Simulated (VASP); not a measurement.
A run of VASP 6.6.1 is set up as follows.

Contents of INCAR:

```
PREC     = Accurate       # precision mode
ENCUT    = 520            # plane-wave cutoff, eV
EDIFF    = 1E-6           # SCF threshold, eV
ISMEAR   = 0              # smearing method
SIGMA    = 0.1            # smearing width, eV
LREAL    = F              # projectors in reciprocal space
LASPH    = T              # aspherical terms in the spheres
NELM     = 100            # most SCF steps
ALGO     = Normal         # electronic algorithm
ISIF     = 2              # what is computed and relaxed
LWAVE    = F              # write WAVECAR
LCHARG   = F              # write CHGCAR
GGA      = PE             # functional
NBANDS   = 36             # bands
```

KPOINTS

```
regular mesh
0
Gamma
  6 6 2
```

Contents of POSCAR:

```
Sn
1.0
    4.0166735406      0.0000000000      0.0000000000
   -2.0083367703      3.4785413248      0.0000000000
    0.0000000000      0.0000000000     10.9397206186
Sn
4
Direct
    0.0000000000      0.0000000000      0.2500000000
    0.0000000000      0.0000000000      0.7500000000
    0.3333333333      0.6666666667      0.7500000000
    0.6666666667      0.3333333333      0.2500000000
```

Potentials or basis: VASP PAW PBE potentials, release 64 (Sn_d).

Launch:

```sh
$ cat potpaw_PBE.64/Sn_d/POTCAR > POTCAR
$ mpirun -np 1 vasp_std > vasp.out
```

Task: Estimate the pressure.

Result: 33.1 GPa.

Task: What does it give for the band gap on the k mesh?

Result: None (metal or under the smearing width).

Stress tensor (GPa, compression positive):
```
49.74  0.00  0.00
 0.00 49.74  0.00
 0.00  0.00 -0.26
```

Caveat: a pressure of tens of GPa on the cell as given is suspect, and the run, the potentials or the cell itself is likely at fault.
